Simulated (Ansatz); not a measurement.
**Moving the strain (εzz = s) in Zn**

```xyz
3
Lattice="2.2682 -1.3085 0.0000 2.2682 1.3085 0.0000 -1.5917 0.0000 7.3004" Properties=species:S:1:pos:R:3 pbc="T T T"
Zn    2.9969    0.0000    2.4420
Zn   -0.0523    0.0000    4.8584
Zn    0.0000    0.0000    0.0000
```

This isn't the form of Zn at room conditions, which is hcp.

Kept alike: task band structure; functional PBEsol; k mesh 10 × 10 × 3; occupations fermi-dirac, width 0.05 eV; no spin polarisation. Program: Ansatz, Ansatz PAW, cutoff 420 eV. The mesh is that of the run's cell of 3 atoms. No spin-orbit coupling.

```csv
s,free energy over the lowest row (meV/atom)
-0.04,5.89
-0.02,0.74
-0.01,0.00
0,0.48
0.01,2.13
0.02,4.87
0.04,13.22
```

The cell shown is the unstrained one; x, y and z are its Cartesian axes; atoms keep their fractions. For a metal such a mesh leaves the last digits unconverged. All rows use potentials made for PBE.

Task: What does the strain (εzz = s) change here?

Result: The free energy is lowest at -0.01, and 13.22 meV an atom higher at 0.04.
